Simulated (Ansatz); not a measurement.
Born–Oppenheimer molecular dynamics of a 22-atom C cell at 9.48 Å³/atom, computed with Ansatz: Langevin thermostat at 6750 K, 209 steps of 2.0 fs, friction 0.005 1/fs. The run is short and the cell small, so it isn't an equilibrium average.

```yaml
crystal:
  lattice:
    - [5.911108, 0.128383, -0.259624]
    - [0.128383, 5.848267, -0.191321]
    - [-0.259624, -0.191321, 6.05548]
  atoms:
    - { symbol: C, position: [0.8845901597, 0.0084159361, 0.1021410639] }
    - { symbol: C, position: [0.8424374867, 0.2728082544, 0.2540316973] }
    - { symbol: C, position: [0.684584127, 0.8287239124, 0.6736970233] }
    - { symbol: C, position: [0.1338971322, 0.4406992253, 0.4888916828] }
    - { symbol: C, position: [0.1920794011, 0.3340029835, 0.957800411] }
    - { symbol: C, position: [0.0457075682, 0.8254160622, 0.4495837267] }
    - { symbol: C, position: [0.0464293371, 0.0516623791, 0.5015378539] }
    - { symbol: C, position: [0.6278507199, 0.3635425077, 0.3651553915] }
    - { symbol: C, position: [0.2201604796, 0.2514171369, 0.6221628875] }
    - { symbol: C, position: [0.5599531622, 0.1621446393, 0.4188767135] }
    - { symbol: C, position: [0.6220430451, 0.8381896579, 0.9993364656] }
    - { symbol: C, position: [0.5051980302, 0.7503412726, 0.4736096421] }
    - { symbol: C, position: [0.5801218856, 0.864587718, 0.2502499106] }
    - { symbol: C, position: [0.7045556566, 0.4304335394, 0.1394160211] }
    - { symbol: C, position: [0.0672118608, 0.6353931883, 0.493600515] }
    - { symbol: C, position: [0.5119829363, 0.9836727307, 0.7936683549] }
    - { symbol: C, position: [0.1012821461, 0.3114431502, 0.1778000289] }
    - { symbol: C, position: [0.4411972335, 0.0146582476, 0.994588222] }
    - { symbol: C, position: [0.1100863563, 0.0536674003, 0.0515929099] }
    - { symbol: C, position: [0.7034007807, 0.3062810511, 0.8171205843] }
    - { symbol: C, position: [0.7553184507, 0.1147548552, 0.6023793998] }
    - { symbol: C, position: [0.5815869299, 0.5444651812, 0.917112913] }
  symmetry: { detect: false }
basis:
  ecutwfc: 420
  xc_grid: 1
kpoints:
  mp_grid: { grid: [1, 1, 1], shift: [0.25, 0.25, 0.25] }
hamiltonian:
  xc: pbe
  dispersion: d3bj
scf:
  occupations: { method: fermi_dirac, width: 0.5817 }
  lower_state_search: "off"
  convergence: { dr2_threshold: 1.0e-05 }
output:
  forces: true
  stress: true
md:
  timestep: 2.0
  n_steps: 209
  ensemble: nvt_langevin
  friction: 0.005
  temperature: 6750.0
  initial_velocities: maxwell_boltzmann
  seed: 43988
```

```bash
ansatz run input.yaml --threads 2 --pin off --max-ram 5120MiB --backend cpu --events-out ev --progress --plain --runs-dir out
```

These are results of Ansatz 0.2.0, DFT PBE+D3(BJ), scalar-relativistic, plane waves, PAW, not measurements.

5 frames, positions in Å (not wrapped into the cell) and forces in eV/Å:

```xyz
22
Lattice="5.911 0.128 -0.260 0.128 5.848 -0.191 -0.260 -0.191 6.055" Properties=species:S:1:pos:R:3:forces:R:3 pbc="T T T" time_fs=0.0 temperature_K=6443 free_energy_over_first_frame_eV=0.000
C     5.203    0.143    0.387    0.470    0.940   -0.400
C     4.949    1.655    1.267    2.840   -1.230   -3.720
C     3.978    4.806    3.743   -3.290    3.500   -3.140
C     0.721    2.501    2.841    4.560  -11.290    1.260
C     0.930    1.795    5.686   -1.480   -1.360    2.050
C     0.259    4.747    2.553   -0.480   12.550   -1.400
C     0.151    0.212    3.015   -0.970    2.470    3.060
C     3.663    2.137    1.979    1.480    3.800   -4.680
C     1.172    1.380    3.662   -2.760   -1.180   -2.880
C     3.222    0.940    2.360    0.730   -3.950    2.830
C     3.525    4.791    5.730    2.620   -3.590    3.720
C     2.960    4.362    2.593    3.710    0.890   -2.420
C     3.475    5.083    1.199   -1.110    0.480    3.940
C     4.184    2.581    0.579   -4.960    1.270   -0.790
C     0.351    3.630    2.850   -1.240   -2.050    1.980
C     2.947    5.667    4.485    0.470   -0.720   -0.290
C     0.593    1.800    0.991    1.010   -1.470   -1.680
C     2.352   -0.048    5.905   -4.750    0.990   -0.260
C     0.644    0.318    0.274    0.480    2.720    0.190
C     3.985    1.725    4.707   -0.450    1.600   -1.300
C     4.323    0.653    3.430   -0.800   -0.880    1.570
C     3.270    3.083    5.298    3.950   -3.490    2.360
22
Lattice="5.911 0.128 -0.260 0.128 5.848 -0.191 -0.260 -0.191 6.055" Properties=species:S:1:pos:R:3:forces:R:3 pbc="T T T" time_fs=104.0 temperature_K=6775 free_energy_over_first_frame_eV=-1.534
C     5.368    1.109    1.054    1.980    2.210    0.350
C     2.707    0.679    0.176   10.430    0.410    0.120
C     4.405    3.946    5.215    1.600    0.090   -0.690
C     1.578    2.249    2.055    1.150    1.770    3.110
C     2.182    3.132    5.944   -1.940    0.520    3.880
C     0.614    5.096    2.150    0.320   -3.720   -0.430
C    -0.712    1.836    3.566    5.780    4.570   -2.410
C     4.255    1.063    0.458   -5.500   -2.690   -1.950
C     0.020    2.279    2.464   -0.170    0.550   -1.400
C     3.784    0.880    3.243   -8.110    1.410   -3.990
C     4.351    3.408    7.600    3.220   -1.190    6.600
C     3.021    3.280    3.847    3.600   -0.350    4.620
C     2.462    4.503    3.698   -5.250    1.920   -0.860
C     2.984    2.696   -1.063   -0.140   -0.180   -2.550
C     1.228    3.992    2.981    0.650    5.580   -3.130
C     1.740    5.477    5.434   -0.010   -5.980   -3.060
C     1.975    1.555    0.836   -7.030    4.120    4.190
C     0.293   -0.788    6.602    3.310   -1.760   -0.570
C     0.786    0.757    0.777   -5.030    1.020    0.700
C     3.193    2.282    2.975   -2.140   -5.090   -5.220
C     4.799    0.992    3.952    4.370   -4.630    7.710
C     4.097    3.328    6.383   -1.080    1.400   -5.020
22
Lattice="5.911 0.128 -0.260 0.128 5.848 -0.191 -0.260 -0.191 6.055" Properties=species:S:1:pos:R:3:forces:R:3 pbc="T T T" time_fs=208.0 temperature_K=6949 free_energy_over_first_frame_eV=0.940
C     5.003    1.200   -1.213   -1.490    0.480   -0.600
C     2.581   -1.635    1.420   -1.490    5.790    0.380
C     4.698    4.233    6.751    2.370   -0.080    2.690
C     1.760    1.612    2.411    2.760    0.340    1.770
C     0.946    0.844    5.876    3.460    2.960    0.940
C     1.837    4.969    2.329   -3.380   -5.700    2.920
C    -0.217    1.526    2.757   -8.720    1.100   -0.960
C     3.839   -0.634    1.459   -2.630   -2.820   -1.610
C     0.766    2.072    3.477    7.300    4.470    4.590
C     6.615    0.700    2.838    3.760   -5.930   -0.810
C     4.462    2.038    5.957   -2.210   -0.390    1.980
C     1.735    3.864    4.821   -0.310   -3.070   -7.470
C     3.697    5.881    4.557   -0.100    2.890    1.010
C     3.031    1.158   -0.104   -1.120   -0.760   -3.520
C     1.490    3.769    3.356    0.150    3.930    3.340
C     1.445    4.100    6.055   -1.850    1.540    6.370
C     0.973    1.314    1.384   -0.850   -0.840   -8.820
C    -0.079   -1.242    6.933    3.560   -0.940   -1.090
C    -0.382    1.146    0.741    3.840   -2.960    0.400
C     1.677    1.969    4.975   -2.530   -1.760    1.980
C     3.694    0.783    3.582    0.840   -0.550   -0.330
C     4.536    2.715    7.333   -1.370    2.280   -3.150
22
Lattice="5.911 0.128 -0.260 0.128 5.848 -0.191 -0.260 -0.191 6.055" Properties=species:S:1:pos:R:3:forces:R:3 pbc="T T T" time_fs=314.0 temperature_K=7414 free_energy_over_first_frame_eV=-1.630
C     3.999    1.791   -1.735    3.090    0.560    0.320
C     1.022   -1.363    2.747   -0.510   -2.280    1.880
C     3.624    4.741    8.019   -4.470    1.210   -1.620
C     1.259    0.346    4.585    3.110    1.830    2.580
C    -0.789    1.082    5.278   -4.360    0.460    2.580
C    -0.875    5.264    4.239    1.880    4.880   -0.400
C    -0.885    2.981    2.862    1.710    2.410    2.770
C     2.380   -1.517    2.721    7.060    0.070    0.370
C     0.311    3.446    3.626   -0.120   -0.370   -5.950
C     6.316    0.089    3.384   -2.700   -4.390   -3.590
C     6.485    1.612    4.883   -0.720    1.210    2.400
C     1.065    3.253    5.887    1.110   -1.730    9.320
C     3.901    8.876    3.219   -1.140   -2.990    0.390
C     3.509    2.103    2.393    6.180   15.280    2.130
C     0.359    3.381    4.889   -1.290    0.340   -1.330
C     0.381    3.211    7.422    0.270    2.890   -2.430
C     2.869    0.170    0.820   -0.170    2.450    2.190
C    -1.123   -1.807    8.406   -3.480   -3.060   -3.470
C     2.004    0.299   -0.205    2.040   -0.920    0.880
C     2.718    0.943    8.164   -8.400  -16.840   -7.270
C     3.518    0.339    3.216   -0.090   -0.060    1.370
C     4.513    1.761    6.540    1.010   -0.950   -3.100
22
Lattice="5.911 0.128 -0.260 0.128 5.848 -0.191 -0.260 -0.191 6.055" Properties=species:S:1:pos:R:3:forces:R:3 pbc="T T T" time_fs=418.0 temperature_K=5629 free_energy_over_first_frame_eV=-5.257
C     3.317    3.340    0.832    1.470   -0.180   -1.760
C     1.743   -3.046    3.166    1.690    4.600   -5.770
C     2.162    5.211    8.926    6.870   -0.970   -1.580
C     0.650    0.129    5.805   -1.330    5.290   -2.710
C    -2.579    1.461    6.852    2.600    5.640    1.880
C    -0.342    6.215    3.711   -6.180    2.350   -2.630
C    -0.337    3.465    3.569   -3.380   -1.410   -3.090
C     3.076   -2.007    3.011   -3.700   -3.310    1.810
C     0.774    2.544    3.726   -0.320    1.130    6.460
C     6.350    1.140    4.350    0.010   -2.920   -1.240
C     6.121    1.072    6.695    1.940   -0.800    1.160
C     0.387    3.053    6.601    1.420   -2.040   -1.850
C     2.673    9.777    5.327   -1.860    0.150    3.310
C     4.096    3.109    3.854    2.550    0.140   -4.870
C     1.016    3.041    5.240    2.230    2.050    3.220
C     1.033    3.635    7.780   -3.990    0.460   -1.490
C     1.614   -0.377    1.760   -0.480   -2.930    1.370
C    -0.806   -2.026    8.331    2.020   -0.760    2.490
C     2.147   -0.279   -0.080    2.230   -3.560    3.060
C     3.443   -0.026    9.247   -0.370    5.590    0.870
C     4.273    1.599    3.220   -0.620   -4.080    2.010
C     2.119    1.285    6.399   -2.760   -4.430   -0.660
```

Over the second half the temperature averages 7892 K and the pressure (kinetic part included, positive in compression) 10.9 GPa. Mean square displacements at the end: C 10.93 Å² (from the start of this run, the atoms' common shift taken off).

One k point is coarse for so small a cell, so forces and above all the pressure are rough.

The run took 9.1 min on 2 threads of Intel(R) Xeon(R) Processor @ 2.50GHz (Skylake/Cascade Lake), on a shared host, peak memory 0.39 GiB.